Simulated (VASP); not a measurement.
**NaCl in VASP: one cell, several levels of theory**

NaCl (rocksalt), under +1.1 % biaxial strain in x and y, z held is computed at one geometry. Runs: PBE, r2SCAN. The results are then set beside those of Ansatz 0.2.0 for the same cell.

Code: VASP 6.6.1. PAW datasets, plane waves. No spin polarisation and no zero-point or thermal motion.

## Step 1: The structure to begin with

The cell comes from an earlier relaxation with r2SCAN in another program, then strained, with the atoms relaxed again.

It is tetragonal, I4/mmm (No. 139); a = 4.008 Å, c = 5.605 Å in the conventional setting, 22.51 Å³ an atom. Na has 6 Cl at 2.80–2.83 Å; Cl has 6 Na at 2.80–2.83 Å.

The structure in full:

Space group I4/mmm (No. 139). a = 4.008 Å, b = 4.008 Å, c = 5.605 Å, α = 90.00°, β = 90.00°, γ = 90.00°
```csv
atom,site,symmetry,x,y,z
Na,2a,4/mmm,0.0000,0.0000,0.0000
Cl,2b,4/mmm,0.0000,0.0000,0.5000
```

## Step 2: Single point with PBE

Contents of INCAR:

```
ENCUT = 520.000000
SIGMA = 0.020000
EDIFF = 1.00e-07
GGA = PE
PREC = Accurate
IBRION = -1
ISIF = 2
ISMEAR = -1
NBANDS = 14
NELM = 120
NSW = 0
LASPH = .TRUE.
LCHARG = .FALSE.
LWAVE = .FALSE.
LREAL = .FALSE.
```

Contents of KPOINTS:

```
KPOINTS created by Atomic Simulation Environment
0
Gamma
8 8 8
0 0 0
```

Contents of KPOINTS_OPT:

```
special points
6
Reciprocal
0.0000000000 0.0000000000 0.0000000000 1
0.5000000000 0.0000000000 0.5000000000 1
0.6250000000 0.2500000000 0.6250000000 1
0.3750000000 0.3750000000 0.7500000000 1
0.5000000000 0.5000000000 0.5000000000 1
0.5000000000 0.2500000000 0.7500000000 1
```

Contents of POSCAR:

```
Na Cl
 1.0000000000000000
     0.0000000000000000    2.8340890571999999    2.8026988303000002
     2.8340890571999999    0.0000000000000000    2.8026988303000002
     2.8340890571999999    2.8340890571999999    0.0000000000000000
 Na  Cl
   1   1
Cartesian
  0.0000000000000000  0.0000000000000000  0.0000000000000000
  2.8340890571999999  2.8340890571999999  2.8026988302999998
```

Potentials: the recommended PBE PAW datasets, 14 valence electrons in the neutral cell.

The run is started by

```sh
$ mpirun -np 1 vasp_std
```

Standard output, without the iteration lines:

```text
POSCAR found type information on POSCAR NaCl
 POSCAR found :  2 types and       2 ions
 LDA part: xc-table for (Slater+PW92), standard interpolation
 POSCAR, INCAR and KPOINTS ok, starting setup
 FFT: planning ... GRIDC
 FFT: planning ... GRID_SOFT
 FFT: planning ... GRID
 WAVECAR not read
 entering main loop
 Start KPOINTS_OPT (optional k-point list driver)
k-point batch [1-6\6]
```

OSZICAR:

```text
N       E                     dE             d eps       ncg     rms          rms(c)
DAV:   1     0.100045503658E+03    0.10005E+03   -0.71958E+03  1658   0.101E+03
DAV:   2     0.148877361123E+01   -0.98557E+02   -0.91017E+02  1792   0.263E+02
DAV:   3    -0.684232750886E+01   -0.83311E+01   -0.82788E+01  2120   0.721E+01
DAV:   4    -0.697116010957E+01   -0.12883E+00   -0.12879E+00  1942   0.966E+00
DAV:   5    -0.697384484531E+01   -0.26847E-02   -0.26845E-02  2154   0.142E+00    0.215E+00
DAV:   6    -0.678077600929E+01    0.19307E+00   -0.32208E-01  2030   0.328E+00    0.160E+00
DAV:   7    -0.676923583479E+01    0.11540E-01   -0.81551E-02  2256   0.163E+00    0.109E+00
DAV:   8    -0.677496567200E+01   -0.57298E-02   -0.10002E-02  1814   0.856E-01    0.297E-01
DAV:   9    -0.677485060436E+01    0.11507E-03   -0.21666E-04  2132   0.113E-01    0.162E-01
DAV:  10    -0.677497381851E+01   -0.12321E-03   -0.32610E-04  1868   0.139E-01    0.677E-02
DAV:  11    -0.677496292200E+01    0.10897E-04   -0.19048E-05  2156   0.401E-02    0.157E-02
DAV:  12    -0.677496293452E+01   -0.12523E-07   -0.24355E-06  1940   0.143E-02    0.152E-03
DAV:  13    -0.677496351861E+01   -0.58409E-06   -0.31983E-07  2024   0.376E-03    0.330E-03
DAV:  14    -0.677496332391E+01    0.19469E-06   -0.41623E-08  1498   0.113E-03    0.294E-04
DAV:  15    -0.677496332123E+01    0.26882E-08   -0.30030E-09  1216   0.506E-04
   1 F= -.67749633E+01 E0= -.67749633E+01  d E =-.382869E-12
       N       E                     dE             ncg
DAV:   1     0.135289756282E+04   -0.31964E+04      168
DAV:   2     0.723532640525E+03   -0.62936E+03      182
DAV:   3     0.674354392637E+03   -0.49178E+02      216
DAV:   4     0.673592644299E+03   -0.76175E+00      210
DAV:   5     0.673575249171E+03   -0.17395E-01      238
DAV:   6     0.673574821786E+03   -0.42738E-03      200
DAV:   7     0.673574807864E+03   -0.13922E-04      244
DAV:   8     0.673574807208E+03   -0.65572E-06      180
DAV:   9     0.673574807177E+03   -0.30874E-07      184
```

The lines after F= are the extra pass for the points of KPOINTS_OPT, at fixed density; their E is not a total energy.

Parts of OUTCAR:

```text
k-points           NKPTS =     59   k-points in BZ     NKDIM =     59   number of bands    NBANDS=     14

   NELECT =      14.0000    total number of electrons

   dimension x,y,z NGX =    30 NGY =   30 NGZ =   30
   dimension x,y,z NGXF=    60 NGYF=   60 NGZF=   60

  energy-cutoff  :      520.00
  volume of cell :       45.02
      direct lattice vectors                 reciprocal lattice vectors
     0.000000000  2.834089057  2.802698830    -0.176423531  0.176423531  0.178399475
     2.834089057  0.000000000  2.802698830     0.176423531 -0.176423531  0.178399475
     2.834089057  2.834089057  0.000000000     0.176423531  0.176423531 -0.178399475

 k-points in reciprocal lattice and weights: KPOINTS created by Atomic Simulation Env
   0.00000000  0.00000000  0.00000000       0.002
   0.12500000 -0.00000000  0.00000000       0.016
   0.25000000 -0.00000000  0.00000000       0.016
   0.37500000  0.00000000  0.00000000       0.016
   0.50000000 -0.00000000  0.00000000       0.008
   0.12500000  0.12500000  0.00000000       0.004
   0.25000000  0.12500000  0.00000000       0.016
   0.37500000  0.12500000  0.00000000       0.016
[... 51 more k-points ...]

 E-fermi :  -0.2710

 k-point     1 :       0.0000    0.0000    0.0000
  band No.  band energies     occupation
      1     -21.5794      2.00000
      2     -21.5794      2.00000
      3     -21.5777      2.00000
      4     -13.4040      2.00000
      5      -0.7601      2.00000
      6      -0.7508      2.00000
      7      -0.7508      2.00000
      8       4.3391      0.00000
      9      10.3358      0.00000
     10      10.3358      0.00000
     11      10.4190      0.00000
     12      12.4506      0.00000
     13      12.5860      0.00000
     14      14.1206      0.00000

 k-point     2 :       0.1250   -0.0000    0.0000
  band No.  band energies     occupation
      1     -21.5832      2.00000
      2     -21.5798      2.00000
      3     -21.5784      2.00000
      4     -13.3576      2.00000
      5      -1.1200      2.00000
      6      -0.7956      2.00000
      7      -0.7927      2.00000
      8       4.8332      0.00000
      9       9.8209      0.00000
     10      10.5233      0.00000
     11      10.5857      0.00000
     12      12.1980      0.00000
     13      12.3114      0.00000
     14      15.0260      0.00000

 k-point     3 :       0.2500   -0.0000    0.0000
  band No.  band energies     occupation
      1     -21.5933      2.00000
      2     -21.5806      2.00000
      3     -21.5792      2.00000
      4     -13.2423      2.00000
      5      -1.8430      2.00000
      6      -0.8905      2.00000
      7      -0.8865      2.00000
      8       5.8093      0.00000
      9       9.2516      0.00000
     10      10.5873      0.00000
     11      10.6882      0.00000
     12      12.4484      0.00000
     13      12.4912      0.00000
     14      14.8350      0.00000

 k-point     4 :       0.3750    0.0000    0.0000
  band No.  band energies     occupation
      1     -21.6033      2.00000
      2     -21.5814      2.00000
      3     -21.5799      2.00000
      4     -13.1222      2.00000
      5      -2.4407      2.00000
      6      -0.9841      2.00000
      7      -0.9736      2.00000
      8       6.4072      0.00000
      9       9.4678      0.00000
     10      10.2924      0.00000
     11      10.4057      0.00000
     12      13.8132      0.00000
     13      13.8218      0.00000
     14      14.3227      0.00000

 k-point     5 :       0.5000   -0.0000    0.0000
  band No.  band energies     occupation
      1     -21.6075      2.00000
      2     -21.5818      2.00000
      3     -21.5802      2.00000
      4     -13.0710      2.00000
      5      -2.6655      2.00000
      6      -1.0217      2.00000
      7      -1.0086      2.00000
      8       6.5132      0.00000
      9       9.8396      0.00000
     10      10.1541      0.00000
     11      10.2674      0.00000
     12      14.2082      0.00000
     13      15.3587      0.00000
     14      15.4348      0.00000

[... the tables of k-points 6 to 59 left out ...]

  Total        0.1311176      0.1311176      0.2632726      0.0000000      0.0000000     -0.0000000
  in kB        4.6659310      4.6659310      9.3687759      0.0000000      0.0000000     -0.0000000
  external PRESSURE =       6.2335460 kB  Pullay stress =       0.0000000 kB

 POSITION                                       TOTAL-FORCE (eV/Angst)
 -----------------------------------------------------------------------------------
      0.00000      0.00000      0.00000         0.000000     -0.000000      0.000000
      2.83409      2.83409      2.80270        -0.000000      0.000000      0.000000
 -----------------------------------------------------------------------------------
    total drift:                               -0.000000      0.000000      0.000000

  FREE ENERGIE OF THE ION-ELECTRON SYSTEM (eV)
  ---------------------------------------------------
  free  energy   TOTEN  =        -6.7749633212 eV

  energy  without entropy=       -6.7749633212  energy(sigma->0) =       -6.77496332
```

Hardware: 1 MPI rank of Intel Xeon Platinum 8488C, shared host.

The levels at the points of KPOINTS_OPT are read from vasprun.xml.

Near the gap, in eV above the top of the last filled band v; c is the band after it:

| point | v−1 | v | c | c+1 |
| --- | --- | --- | --- | --- |
| Γ | 0.00 | 0.00 | 5.09 | 11.09 |
| X | -0.60 | -0.57 | 7.52 | 8.09 |
| U | -1.11 | -0.49 | 8.24 | 9.03 |
| K | -1.11 | -0.51 | 8.22 | 8.99 |
| L | -0.27 | -0.26 | 7.26 | 10.59 |
| W | -1.18 | -0.74 | 8.80 | 9.65 |

The PBE gap is 5.09 eV, direct at Γ. Pressure: 0.62 GPa; the forces vanish within 0.01 eV/Å.

## Step 3: r2SCAN

Contents of INCAR:

```
ENCUT = 520.000000
SIGMA = 0.010000
EDIFF = 1.00e-07
ALGO = Normal
METAGGA = R2SCAN
PREC = Accurate
IBRION = -1
ISIF = 2
ISMEAR = 0
NBANDS = 14
NELM = 120
NSW = 0
LASPH = .TRUE.
LCHARG = .FALSE.
LWAVE = .FALSE.
LREAL = .FALSE.
```

KPOINTS is that of step 2.

KPOINTS_OPT is that of step 2.

POSCAR is that of step 2.

The run is started by

```sh
$ mpirun -np 1 vasp_std
```

Standard output, without the iteration lines:

```text
POSCAR found type information on POSCAR NaCl
 POSCAR found :  2 types and       2 ions
 -----------------------------------------------------------------------------
|                                                                             |
|                                                                             |
|     You enforced a specific xc type in the INCAR file but a different       |
|     I HOPE YOU KNOW WHAT YOU ARE DOING!                                     |
|                                                                             |
 -----------------------------------------------------------------------------

 LDA part: xc-table for (None), standard interpolation
 POSCAR, INCAR and KPOINTS ok, starting setup
 FFT: planning ... GRIDC
 FFT: planning ... GRID_SOFT
 FFT: planning ... GRID
 WAVECAR not read
 entering main loop
 Start KPOINTS_OPT (optional k-point list driver)
k-point batch [1-6\6]
```

OSZICAR:

```text
N       E                     dE             d eps       ncg     rms          rms(c)
DAV:   1     0.936990788239E+02    0.93699E+02   -0.73558E+03  1664   0.104E+03
DAV:   2    -0.726740944579E+01   -0.10097E+03   -0.93238E+02  1810   0.271E+02
DAV:   3    -0.158266101096E+02   -0.85592E+01   -0.84985E+01  2150   0.741E+01
DAV:   4    -0.159663133789E+02   -0.13970E+00   -0.13966E+00  1948   0.101E+01
DAV:   5    -0.159692844847E+02   -0.29711E-02   -0.29709E-02  2208   0.149E+00    0.226E+00
DAV:   6    -0.137953701420E+02    0.21739E+01   -0.53973E-01  1766   0.737E+00    0.232E+00
DAV:   7    -0.137791933415E+02    0.16177E-01   -0.15510E-01  2132   0.276E+00    0.123E+00
DAV:   8    -0.137847544878E+02   -0.55611E-02   -0.65609E-03  2024   0.602E-01    0.464E-01
DAV:   9    -0.137866690029E+02   -0.19145E-02   -0.42312E-03  1784   0.572E-01    0.134E-01
DAV:  10    -0.137867183234E+02   -0.49321E-04   -0.10867E-04  2252   0.823E-02    0.283E-02
DAV:  11    -0.137867354428E+02   -0.17119E-04   -0.71659E-05  1922   0.698E-02    0.430E-02
DAV:  12    -0.137867375642E+02   -0.21214E-05   -0.44740E-06  2114   0.159E-02    0.374E-03
DAV:  13    -0.137867374002E+02    0.16402E-06   -0.13375E-07  2012   0.328E-03    0.829E-04
DAV:  14    -0.137867375516E+02   -0.15137E-06   -0.18747E-08  1480   0.140E-03    0.647E-04
DAV:  15    -0.137867375692E+02   -0.17614E-07   -0.33822E-09  1168   0.496E-04
   1 F= -.13786738E+02 E0= -.13786738E+02  d E =-.371696E-46
       N       E                     dE             ncg
DAV:   1     0.131758249003E+04   -0.32317E+04      168
DAV:   2     0.659832470119E+03   -0.65775E+03      174
DAV:   3     0.605840243340E+03   -0.53992E+02      216
DAV:   4     0.604988444729E+03   -0.85180E+00      210
DAV:   5     0.604968731708E+03   -0.19713E-01      214
DAV:   6     0.604968214484E+03   -0.51722E-03      220
DAV:   7     0.604968202890E+03   -0.11593E-04      234
DAV:   8     0.604968202623E+03   -0.26692E-06      184
DAV:   9     0.604968202609E+03   -0.14328E-07      158
```

From OUTCAR:

```text
k-points           NKPTS =     59   k-points in BZ     NKDIM =     59   number of bands    NBANDS=     14

   NELECT =      14.0000    total number of electrons

   dimension x,y,z NGX =    30 NGY =   30 NGZ =   30
   dimension x,y,z NGXF=    60 NGYF=   60 NGZF=   60

  energy-cutoff  :      520.00
  volume of cell :       45.02
      direct lattice vectors                 reciprocal lattice vectors
     0.000000000  2.834089057  2.802698830    -0.176423531  0.176423531  0.178399475
     2.834089057  0.000000000  2.802698830     0.176423531 -0.176423531  0.178399475
     2.834089057  2.834089057  0.000000000     0.176423531  0.176423531 -0.178399475

 k-points in reciprocal lattice and weights: KPOINTS created by Atomic Simulation Env
   0.00000000  0.00000000  0.00000000       0.002
   0.12500000 -0.00000000  0.00000000       0.016
   0.25000000 -0.00000000  0.00000000       0.016
   0.37500000  0.00000000  0.00000000       0.016
   0.50000000 -0.00000000  0.00000000       0.008
   0.12500000  0.12500000  0.00000000       0.004
   0.25000000  0.12500000  0.00000000       0.016
   0.37500000  0.12500000  0.00000000       0.016
[... 51 more k-points ...]

 E-fermi :  -1.0854

 k-point     1 :       0.0000    0.0000    0.0000
  band No.  band energies     occupation
      1     -22.7126      2.00000
      2     -22.7123      2.00000
      3     -22.7108      2.00000
      4     -14.3997      2.00000
      5      -1.1920      2.00000
      6      -1.1835      2.00000
      7      -1.1835      2.00000
      8       4.7191      0.00000
      9      10.5434      0.00000
     10      10.5434      0.00000
     11      10.6265      0.00000
     12      12.7463      0.00000
     13      12.8835      0.00000
     14      14.3987      0.00000

 k-point     2 :       0.1250   -0.0000    0.0000
  band No.  band energies     occupation
      1     -22.7160      2.00000
      2     -22.7129      2.00000
      3     -22.7115      2.00000
      4     -14.3527      2.00000
      5      -1.5414      2.00000
      6      -1.2300      2.00000
      7      -1.2276      2.00000
      8       5.2068      0.00000
      9      10.0282      0.00000
     10      10.7486      0.00000
     11      10.8100      0.00000
     12      12.5341      0.00000
     13      12.6514      0.00000
     14      15.4035      0.00000

 k-point     3 :       0.2500   -0.0000    0.0000
  band No.  band energies     occupation
      1     -22.7259      2.00000
      2     -22.7136      2.00000
      3     -22.7121      2.00000
      4     -14.2358      2.00000
      5      -2.2612      2.00000
      6      -1.3306      2.00000
      7      -1.3261      2.00000
      8       6.1640      0.00000
      9       9.5140      0.00000
     10      10.8881      0.00000
     11      10.9881      0.00000
     12      12.7947      0.00000
     13      12.8416      0.00000
     14      15.5033      0.00000

 k-point     4 :       0.3750    0.0000    0.0000
  band No.  band energies     occupation
      1     -22.7356      2.00000
      2     -22.7143      2.00000
      3     -22.7127      2.00000
      4     -14.1143      2.00000
      5      -2.8667      2.00000
      6      -1.4292      2.00000
      7      -1.4184      2.00000
      8       6.6845      0.00000
      9       9.9065      0.00000
     10      10.6433      0.00000
     11      10.7597      0.00000
     12      14.1920      0.00000
     13      14.2005      0.00000
     14      14.9395      0.00000

 k-point     5 :       0.5000   -0.0000    0.0000
  band No.  band energies     occupation
      1     -22.7397      2.00000
      2     -22.7146      2.00000
      3     -22.7130      2.00000
      4     -14.0625      2.00000
      5      -3.0961      2.00000
      6      -1.4689      2.00000
      7      -1.4555      2.00000
      8       6.7512      0.00000
      9      10.3959      0.00000
     10      10.5164      0.00000
     11      10.6338      0.00000
     12      14.7686      0.00000
     13      15.7855      0.00000
     14      15.8619      0.00000

[... the tables of k-points 6 to 59 left out ...]

  Total       -0.2626927     -0.2626927     -0.1242473      0.0000000      0.0000000      0.0000000
  in kB       -9.3481375     -9.3481375     -4.4214457      0.0000000      0.0000000      0.0000000
  external PRESSURE =      -7.7059069 kB  Pullay stress =       0.0000000 kB

 POSITION                                       TOTAL-FORCE (eV/Angst)
 -----------------------------------------------------------------------------------
      0.00000      0.00000      0.00000         0.000000     -0.000000     -0.000000
      2.83409      2.83409      2.80270        -0.000000      0.000000      0.000000
 -----------------------------------------------------------------------------------
    total drift:                               -0.000000      0.000000      0.000000

  FREE ENERGIE OF THE ION-ELECTRON SYSTEM (eV)
  ---------------------------------------------------
  free  energy   TOTEN  =       -13.7867375692 eV

  energy  without entropy=      -13.7867375692  energy(sigma->0) =      -13.78673757
```

Hardware: 1 MPI rank of Intel Xeon Platinum 8488C, shared host.

The levels at the points of KPOINTS_OPT are read from vasprun.xml.

Band energies at the special points (eV, zero at the top of v, the last band that the electrons fill by count):

| point | v−1 | v | c | c+1 |
| --- | --- | --- | --- | --- |
| Γ | 0.00 | 0.00 | 5.90 | 11.73 |
| X | -0.62 | -0.58 | 8.43 | 8.63 |
| U | -1.11 | -0.50 | 9.00 | 9.81 |
| K | -1.11 | -0.52 | 8.98 | 9.77 |
| L | -0.29 | -0.27 | 7.93 | 11.58 |
| W | -1.20 | -0.74 | 9.74 | 10.32 |

The r2SCAN gap is 5.90 eV, direct at Γ. Pressure: -0.77 GPa; the forces vanish within 0.01 eV/Å.

## Step 4: Results

```
 level  gap (eV)  pressure (GPa)  Ansatz: gap (eV)  Ansatz: pressure (GPa)
   PBE      5.09            0.62              5.09                    0.65
r2SCAN      5.90           -0.77              5.88                   -0.54
```

In words: The gap runs from 5.09 eV (PBE) to 5.90 eV (r2SCAN). At this one volume the pressure spans -0.8 GPa (r2SCAN) to 0.6 GPa (PBE): PBE wants the largest cell and r2SCAN the smallest. The two programs agree on the gap within 0.03 eV, far less than the spread between functionals. Datasets and cutoffs are each program's own. VASP's cell holds 14 valence electrons and Ansatz's 16.
